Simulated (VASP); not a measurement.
As, 2 atoms in the cell. It takes space group R-3m (No. 166, trigonal). Conventional cell: a = 3.789 Å, b = 3.789 Å, c = 10.077 Å, α = 90.00°, β = 90.00°, γ = 120.00°. Around As (site symmetry 3m) lie 3 As at 2.54 Å. 

```yaml
Program: VASP 6.6.1
Task: relaxation of cell and atoms
Functional: PBEsol
Potentials_or_basis: VASP PAW PBE potentials, release 64 (As)
Cutoff: 600 eV
k_mesh: 12 × 12 × 12
Occupations: methfessel-paxton, width 0.1 eV
Spin: no spin polarisation
Further_INCAR_settings: ALGO = Normal; EDIFF = 1e-07; IBRION = 2; EDIFFG = -0.005; NSW = 90; ISIF = 3
```

Potentials or basis: VASP PAW PBE potentials, release 64 (As).

The run is started by

```sh
$ cat potpaw_PBE.64/As/POTCAR > POTCAR
$ mpirun -np 1 vasp_std > vasp.out
```

Hardware: 1 thread of Intel(R) Xeon(R) 6975P-C (Granite Rapids) (shared host).

Problem. Estimate the wall time of this run.

Solution. Run time: 19 s on 1 thread of Intel(R) Xeon(R) 6975P-C (Granite Rapids), with other jobs on the host, peak memory 0.23 GiB. Counts: scf iterations 11, k points 189, ion steps 1.
